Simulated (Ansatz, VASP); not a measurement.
# ZnCd3SeS3: VASP beside Ansatz, part 2 of 2

One calculation is typed for both programs; each brings its own data sets. How far apart do they land? The cell is generated by rule, not measured, and may not be a known phase. The cell is taken from a series of runs on this material, whose earlier steps may have relaxed, scaled, displaced or heated it; both programs get it as it stands.

VASP 6.6.1 and Ansatz 0.2.0.

So far: The starting structure; VASP: relaxation of cell and atoms, PBEsol.

The structure was built from a prototype and need not be the compound's stable phase.

## Step 3: Ansatz: relaxation of cell and atoms, PBEsol

Level of this step: Ansatz beside VASP: Kohn-Sham DFT, plane waves, PBEsol (Ansatz).

Ansatz runs on its default PAW (the set named soft_2) files.

The same cell, functional, mesh and smearing now go to Ansatz, which takes its cutoff from its data sets.

Contents of input.yaml:

```yaml
crystal:
  lattice:
    - [4.0766967342, 0.0, 0.0]
    - [-2.0383483671, 3.5305229354, 0.0]
    - [0.0, 0.0, 13.4172833914]
  atoms:
    - { symbol: Cd, position: [0.3333333333, 0.6666666667, 0.0014410095] }
    - { symbol: Cd, position: [0.6666666667, 0.3333333333, 0.2535328254] }
    - { symbol: Cd, position: [0.3333333333, 0.6666666667, 0.5066838084] }
    - { symbol: S, position: [0.3333333333, 0.6666666667, 0.1885166167] }
    - { symbol: S, position: [0.6666666667, 0.3333333333, 0.4412399891] }
    - { symbol: S, position: [0.3333333333, 0.6666666667, 0.6950409219] }
    - { symbol: Se, position: [0.6666666667, 0.3333333333, 0.9225974177] }
    - { symbol: Zn, position: [0.6666666667, 0.3333333333, 0.7409474113] }
kpoints:
  mp_grid: { grid: [6, 6, 2] }
hamiltonian:
  xc: pbesol
scf:
  occupations: { method: gaussian, width: 0.02 }
output:
  forces: true
  stress: true
  eigenvalues: true
  write_density: true
  write_potential: true
  elf: true
  volumetric_format: npy
relax:
  adjacent_minimum: "off"
  f_tol: 0.005
  max_steps: 80
  cell: { stress_tol: 0.05 }
```

The run is started by

```bash
$ ansatz run input.yaml --threads 4 --pin off --max-ram 14336MiB --backend cpu --events-out ev --progress --plain --runs-dir out
```

Numbers of over 12 decimals in the logs are rounded to 6 here.

Log:

```text
Engine: ansatz 0.2.0, aarch64-unknown-linux-gnu
Pseudopotentials: kind: paw
Pseudopotential: Cd, paw, valence charge 20, recommended cutoff 420 eV (normal), Cd.paw.azcp
Pseudopotential: S, paw, valence charge 6, recommended cutoff 420 eV (normal), S.paw.azcp
Pseudopotential: Se, paw, valence charge 16, recommended cutoff 420 eV (normal), Se.paw.azcp
Pseudopotential: Zn, paw, valence charge 12, recommended cutoff 420 eV (normal), Zn.paw.azcp
Functional definition: PBEsol
  exchange = pbesol_x
  correlation = pbesol_c
Crystal: 8 atoms, lattice volume = 193.113 Å³
Basis set: ecut = 420 eV, 3789 PW (Γ), exchange–correlation on 60×60×180 points (8 copies of the dense FFT grid, shifted against one another)
Bands: 64, of which v1, the nominal top of the filled ones, is band 53 counted from 1 (52 counted from 0)
Symmetry: 6 space group operations
Space group: P3m1 (ITA 156), of the structure as read, at distance tolerance 5.8e-5 Å
k-points: 14 of 72 (time reversal used)
Non-local potential: Cd, projectors of the file, l = 0: 3, l = 1: 2, l = 2: 2, l = 3: 1
Non-local potential: S, projectors of the file, l = 0: 2, l = 1: 2, l = 2: 2
Non-local potential: Se, projectors of the file, l = 0: 2, l = 1: 2, l = 2: 3, l = 3: 1
Non-local potential: Zn, projectors of the file, l = 0: 2, l = 1: 2, l = 2: 3, l = 3: 1
PAW form: soft (Blöchl's): semilocal exchange-correlation on the pseudo side does not see the compensation charge
PAW frozen core: Cd, regenerated for the run's functional, and the local potential with it (the file was generated under x = pbe(κ = 0.804, μ = 0.219515), c = pbe(β = 0.066725))
PAW frozen core: S, regenerated for the run's functional, and the local potential with it (the file was generated under x = pbe(κ = 0.804, μ = 0.219515), c = pbe(β = 0.066725))
PAW frozen core: Se, regenerated for the run's functional, and the local potential with it (the file was generated under x = pbe(κ = 0.804, μ = 0.219515), c = pbe(β = 0.066725))
PAW frozen core: Zn, regenerated for the run's functional, and the local potential with it (the file was generated under x = pbe(κ = 0.804, μ = 0.219515), c = pbe(β = 0.066725))
PAW one-centre angular grid: Cd, 590 points (default); XC on 64 Gauss nodes
PAW one-centre angular grid: S, 110 points (default); XC on 64 Gauss nodes
PAW one-centre angular grid: Se, 590 points (default); XC on 64 Gauss nodes
PAW one-centre angular grid: Zn, 590 points (default); XC on 64 Gauss nodes
Initial density: superposition of atomic densities (neutral atoms: chi_scale 0, normalization atom), corrected by the library's trained network
Initial wavefunctions: pseudopotential atomic-orbital guess
Functional: x = pbesol(κ = 0.804, μ = 0.123457), c = pbesol(β = 0.046)
SCF iter   1: F=—  HF=-35916.963234 eV  |F-HF|=—  |Δ(HF+E_count)|=         —  Δρ=4.87e-3  dr2=5.96e-2  ethr=1.77e-3  ⟨swp⟩=6.6  Hψ=3320  notcnv=0  defer=1
preconditioner: auto → Resta (q_TF=auto, 2.469 Å⁻¹)  ε∞=5.1  [insulator: Δε(μ)=0.657 eV  Ē_g=11.220 eV  σ=0.020 eV  W_gap=1.00  n_scr=52 (ndim 8)  ℏωp=22.7 eV  f_vac=0.120  D(μ)=0.00/eV (n_scr^D=0)  ε∞_Penn≈5.1]
SCF iter   2: F=—  HF=-35916.948923 eV  |F-HF|=—  |Δ(HF+E_count)|=   1.43e-2  Δρ=1.88e-3  dr2=1.09e-2  ethr=5.62e-5  ⟨swp⟩=2.6  Hψ=1500  notcnv=0  defer=75
SCF iter   3: F=—  HF=-35916.946546 eV  |F-HF|=—  |Δ(HF+E_count)|=   2.38e-3  Δρ=7.38e-4  dr2=9.54e-4  ethr=1.03e-5  ⟨swp⟩=2.1  Hψ=1392  notcnv=0  defer=75
SCF iter   4: F=—  HF=-35916.946426 eV  |F-HF|=—  |Δ(HF+E_count)|=   1.20e-4  Δρ=3.65e-4  dr2=2.54e-4  ethr=9.00e-7  ⟨swp⟩=2.0  Hψ=1121  notcnv=0  defer=75
SCF iter   5: F=—  HF=-35916.946489 eV  |F-HF|=—  |Δ(HF+E_count)|=   6.28e-5  Δρ=1.34e-4  dr2=5.57e-5  ethr=2.40e-7  ⟨swp⟩=2.0  Hψ=1059  notcnv=0  defer=75
SCF iter   6: F=—  HF=-35916.946583 eV  |F-HF|=—  |Δ(HF+E_count)|=   9.35e-5  Δρ=4.68e-5  dr2=5.61e-6  ethr=5.25e-8  ⟨swp⟩=2.0  Hψ=1387  notcnv=0  defer=75
SCF iter   7: F=—  HF=-35916.946593 eV  |F-HF|=—  |Δ(HF+E_count)|=   9.94e-6  Δρ=1.49e-5  dr2=6.22e-7  ethr=5.29e-9  ⟨swp⟩=2.0  Hψ=1395  notcnv=0  defer=75
SCF iter   8: F=-35916.946594 eV  HF=-35916.946594 eV  |F-HF|=1.47e-7  |Δ(HF+E_count)|=   1.00e-6  Δρ=5.94e-6  dr2=8.65e-8  ethr=9.43e-11  ⟨swp⟩=13.8  Hψ=7176  notcnv=0
SCF 1 converged in 8 iterations: F = -35916.946594 eV  dr2 = 8.65e-8
  Residual-converged pass: ⟨swp⟩=1.0  Hψ=952  notcnv=0  max |occ|·‖R‖ = 7.0e-9 eV (tolerance 1.0e-8 eV)  dr2=8.65e-8  dr2_onsite=2.60e-8  max |Δocc| = 5.4e-138
  greatest PAW one-centre occupation: 1.000 electrons in one spin orbital (limit 2), on the Cd atom at site 0 (counted from 0), in its partial waves of l = 0
[...]
preconditioner: auto → Resta (q_TF=auto, 2.469 Å⁻¹)  ε∞=5.1  [insulator: Δε(μ)=0.669 eV  Ē_g=11.260 eV  σ=0.020 eV  W_gap=1.00  n_scr=52 (ndim 8)  ℏωp=22.7 eV  f_vac=0.109  D(μ)=0.00/eV (n_scr^D=0)  ε∞_Penn≈5.1]
SCF iter   2: F=—  HF=-35916.947340 eV  |F-HF|=—  |Δ(HF+E_count)|=   5.03e-5  Δρ=1.02e-4  dr2=1.39e-5  ethr=7.88e-8  ⟨swp⟩=2.0  Hψ=1470  notcnv=0
SCF iter   3: F=—  HF=-35916.947335 eV  |F-HF|=—  |Δ(HF+E_count)|=   4.37e-6  Δρ=2.68e-5  dr2=1.32e-6  ethr=1.31e-8  ⟨swp⟩=2.0  Hψ=1470  notcnv=0
SCF iter   4: F=—  HF=-35916.947402 eV  |F-HF|=—  |Δ(HF+E_count)|=   6.71e-5  Δρ=1.82e-5  dr2=5.68e-7  ethr=1.24e-9  ⟨swp⟩=2.0  Hψ=1156  notcnv=0
SCF iter   5: F=—  HF=-35916.947402 eV  |F-HF|=—  |Δ(HF+E_count)|=   1.78e-7  Δρ=5.65e-6  dr2=9.79e-8  ethr=5.35e-10  ⟨swp⟩=2.0  Hψ=1112  notcnv=0
SCF iter   6: F=—  HF=-35916.947402 eV  |F-HF|=—  |Δ(HF+E_count)|=  7.42e-10  Δρ=1.81e-6  dr2=1.09e-8  ethr=9.23e-11  ⟨swp⟩=2.0  Hψ=1347  notcnv=0
SCF iter   7: F=-35916.947402 eV  HF=-35916.947402 eV  |F-HF|=1.60e-10  |Δ(HF+E_count)|=   3.57e-9  Δρ=7.27e-7  dr2=1.23e-9  ethr=9.21e-12  ⟨swp⟩=7.1  Hψ=4628  notcnv=0
SCF 3 converged in 7 iterations: F = -35916.947402 eV  dr2 = 1.23e-9
relax step   3: F+E_penalty+E_count = -35916.94740226 eV  Δ(F+E_penalty+E_count) = -7.201e-5 eV  max|allowed force component| = 3.118e-3 eV/Å  Δτ_max = 0.0029 Å  P = -0.006 GPa  Ω = 192.804 Å³  energy of the carried Pulay correction = +5.737e-5 eV  (7 SCF iters, dr2 threshold 9.76e-9 eV, accepted)
Initial wavefunctions: pseudopotential atomic-orbital guess (no wavefunctions were taken with the density)
iter 1 solved again at ethr=1.38e-7 eV; its pass at ethr=3.10e-3 eV (dr2=1.46e-4 eV) is discarded
SCF iter   1: F=—  HF=-35916.947290 eV  |F-HF|=—  |Δ(HF+E_count)|=         —  Δρ=5.30e-6  dr2=1.02e-8  ethr=1.38e-7  ⟨swp⟩=3.0  Hψ=5805  notcnv=0
eigensolver tolerance schedule: the retry pair's looser diagonalisation over-reported the residual by 14293.42 of it (diagonalisation noise at 1.74 of the residual, at the tolerance the schedule requests for it); recorded, not acted on — ethr = c·dr2/N_el stays at c = 1.0e-1
preconditioner: auto → Resta (q_TF=auto, 2.469 Å⁻¹)  ε∞=5.1  [insulator: Δε(μ)=0.667 eV  Ē_g=11.260 eV  σ=0.020 eV  W_gap=1.00  n_scr=52 (ndim 8)  ℏωp=22.7 eV  f_vac=0.110  D(μ)=0.00/eV (n_scr^D=0)  ε∞_Penn≈5.1]
SCF iter   2: F=—  HF=-35916.947340 eV  |F-HF|=—  |Δ(HF+E_count)|=   5.02e-5  Δρ=3.29e-6  dr2=6.56e-9  ethr=9.63e-12  ⟨swp⟩=3.0  Hψ=2153  notcnv=0
SCF iter   3: F=—  HF=-35916.947340 eV  |F-HF|=—  |Δ(HF+E_count)|=   2.36e-9  Δρ=1.22e-6  dr2=6.97e-10  ethr=6.19e-12  ⟨swp⟩=2.0  Hψ=1087  notcnv=0
SCF iter   4: F=—  HF=-35916.947340 eV  |F-HF|=—  |Δ(HF+E_count)|=  5.75e-10  Δρ=2.47e-7  dr2=1.21e-10  ethr=1.00e-12  ⟨swp⟩=2.0  Hψ=1257  notcnv=0
SCF iter   5: F=-35916.947340 eV  HF=-35916.947340 eV  |F-HF|=3.64e-11  |Δ(HF+E_count)|=  7.28e-12  Δρ=1.04e-7  dr2=3.41e-11  ethr=1.00e-12  ⟨swp⟩=5.9  Hψ=3838  notcnv=0
SCF 4 converged in 5 iterations: F = -35916.947340 eV  dr2 = 3.41e-11
relax step   4: F+E_penalty+E_count = -35916.94734047 eV  Δ(F+E_penalty+E_count) = +6.179e-5 eV  max|allowed force component| = 3.120e-3 eV/Å  Δτ_max = 0.0000 Å  P = -0.006 GPa  Ω = 192.804 Å³  stress off target by 1.92e-2 GPa  SCF on the basis re-selected at this cell (its energy is not comparable with the rows above)  (5 SCF iters)
basis re-selected at this cell: Δ(F+E_penalty+E_count) = +6.179e-5 eV, ΔP = +0.000 GPa vs the last step (what re-selecting the basis moved, of the pressure what is left beyond the Pulay correction that the steps carried, after the strain that the cell walked since its last selection, with what the two solves' SCF thresholds leave and, on support functions, any second-order correction that the steps lacked; it is no m [...]
SCF converged after 5 iterations
Free energy (F): -35916.947340 eV
Harris-Foulkes:  -35916.947340 eV  (|F-HF|=3.64e-11)
Internal energy: -35916.947340 eV  (E = F + TS)
E sigma→0 (E₀):  -35916.947340 eV
Fermi energy:    7.571590 eV
--- Per-component energies (eV) ---
  E_band       = -1898.781394
  E_kinetic    = 2084.406269
  E_local      = -17178.193927  (includes V_loc(G=0)·N_el)
  E_nonlocal   = 219.490663
  E_hartree    = 7932.077243
  E_xc         = -1052.724786
  E_vxc        = -1074.547485  (∫ρ·V_xc dr)
  E_paw        = -17454.228840  (= ΣΔE_a)
  E_vpaw       = -1814.090371  (= ΣTr[D̂ρ^β])
  E_aug_tail   = -0.000917  (compensation charges beyond the density's cutoff)
  E_ewald      = -10470.790578
  E_core_change = 3.017532  (= ΣΔE_core)
  E_smearing   = -0.000000  (= −TS)
  E_closure    = 0.000000  (closes the sum)
  Σ components = -35916.947340   (vs F -35916.947340, Δ=0.00e0)
--- Forces (eV/Å), atoms counted from 1 ---
  atom   1  Cd    -0.00000000    -0.00000000     0.00184913
  atom   2  Cd     0.00000000     0.00000000     0.00180374
  atom   3  Cd    -0.00000000     0.00000000     0.00150464
  atom   4  S     -0.00000000     0.00000000    -0.00176726
  atom   5  S      0.00000000    -0.00000000    -0.00311972
  atom   6  S     -0.00000000     0.00000000    -0.00089904
  atom   7  Se     0.00000000     0.00000000    -0.00173893
  atom   8  Zn     0.00000000     0.00000000     0.00236683
  max |Σ_I F_I| component: 6.07e-7 eV/Å
--- Stress (GPa, compression-positive) ---
        0.001216       0.000000       0.000000
        0.000000       0.001216      -0.000000
        0.000000      -0.000000      -0.019194
  P = ⅓ Tr σ = -0.0056 GPa (-0.056 kbar)
--- Band table (eV; the first three rows and the last of 14) ---
  k-point 0: bands = [... 49 lower, 6.5936, 6.7404, 7.2377, 7.2377, 7.9051, 9.2503, 9.6548, 10.0931, ... 7 higher]
  k-point 1: bands = [... 49 lower, 6.6375, 6.6375, 7.2257, 7.2257, 8.7252, 8.9010, 9.5228, 10.0241, ... 7 higher]
  k-point 2: bands = [... 49 lower, 6.0157, 6.3440, 6.6171, 6.9985, 9.1041, 10.1098, 10.4509, 10.8080, ... 7 higher]
  k-point 13: bands = [... 49 lower, 5.1129, 5.1466, 5.2814, 5.4423, 11.3898, 11.4166, 11.4598, 11.6039, ... 7 higher]
--- Relaxed structure (3 steps of the walk, 3 accepted, 1 SCFs on fresh bases) ---
  F+E_penalty+E_count = -35916.94734047 eV   max|allowed force component| = 3.120e-3 eV/Å   (the final SCF, on the basis selected at the relaxed cell)
  cell:  # Å, volume = 192.8044 Å³
    - [4.068074, 0, 0]
    - [-2.034037, 3.523056, 0]
    - [0, 2.5938040502471906e-19, 13.452671]
  atoms:
    - { symbol: Cd, position: [0.333333, 0.666667, 0.00197815] }
    - { symbol: Cd, position: [0.666667, 0.333333, 0.253840] }
    - { symbol: Cd, position: [0.333333, 0.666667, 0.506883] }
    - { symbol: S, position: [0.333333, 0.666667, 0.188145] }
    - { symbol: S, position: [0.666667, 0.333333, 0.440792] }
    - { symbol: S, position: [0.333333, 0.666667, 0.694579] }
    - { symbol: Se, position: [0.666667, 0.333333, 0.922596] }
    - { symbol: Zn, position: [0.666667, 0.333333, 0.741187] }
```

In the SCF lines HF is the Harris–Foulkes energy and dr2 the Hartree energy of the density residual, in eV; the loop may stop once dr2 is under the threshold and the program's other checks hold. Hψ counts applications of the Hamiltonian.

## Step 4: Comparison

Known differences besides the potentials themselves: the data sets hold 106 valence electrons in Ansatz (on its default PAW (the set named soft_2) files) and 72 in VASP; the cutoff is 420 eV in Ansatz and 500 eV in VASP; Ansatz makes its cores anew for this functional, VASP keeps those of its PBE data sets; Ansatz adds a Pulay correction to the stress that steers its cell, VASP none. Total energies have different zeros and are not compared.

The two programs side by side:

```csv
quantity,Ansatz,VASP,difference
volume (Å³),192.80,193.89,-0.56 %
"edge a after relaxation, in the typed setting (Å)",4.068,4.076,-0.19 %
"edge c after relaxation, in the typed setting (Å)",13.453,13.478,-0.19 %
```

## Step 5: Outcome

| Item | Value |
| --- | --- |
| difference in volume (relaxation of cell and atoms, PBEsol) | -0.56 % |

The difference in volume is -0.56 % (relaxation of cell and atoms, PBEsol), within the 1.2 % picked in this series as the mark of a large difference, as far as the stopping tolerances let one tell. The data sets hold unlike numbers of valence electrons (106 in Ansatz and 72 in VASP), so part of the differences comes from the potentials. How closely two codes agree says nothing of how well the functional describes the real material.

[Lines on the potential files, build, host, timing and source positions are cut from VASP's logs without a mark.]

[Logs are printed without paths, hosts, clocks, repeated set-up lines and the standing remarks that a program may print on its own settings, such as how far it seeks lower states.]

[Hosts, paths, dates, database ids (printed as entryN), source tags and the programs' standing remarks are cut or masked in the printed files.]
